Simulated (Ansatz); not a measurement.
Crystal: MgS.

```
S Mg
1.0
     4.03462    0.00000    0.00000
    -2.01731    3.49409    0.00000
     0.00000    0.00000    6.43229
S Mg
2 2
Cartesian
  2.0173 1.1647 5.6556
  0.0000 2.3294 2.4394
  0.0000 2.3294 6.4050
  2.0173 1.1647 3.1888
```

The cell comes from a database or a generator and needn't be the stable form of this composition.

Base run:

| Quantity | Value |
| --- | --- |
| Program | Ansatz 0.2.0 |
| Functional | PBEsol |
| Potentials or basis | all-electron LAPW, scalar-relativistic |
| Cutoff | 209 eV |
| Density cutoff | 838 eV |
| Basis error allowed | 0.001 eV/atom |
| k mesh | 8 × 8 × 4 |
| Occupations | fermi-dirac, width 0.05 eV |
| Spin | no spin polarisation |

Its results: band gap on the k mesh 3.27 eV, direct; pressure -0.3 GPa; largest force 0.045 eV/Å.

Q: The run is repeated on the same cell with these changes: functional from PBEsol to LDA; basis error allowed from 0.001 eV/atom to 0.002 eV/atom. What comes out?

A: Band gap on the k mesh 3.15 eV, direct; pressure -2.1 GPa; largest force 0.052 eV/Å.

Not every run made on this cell is shown here.
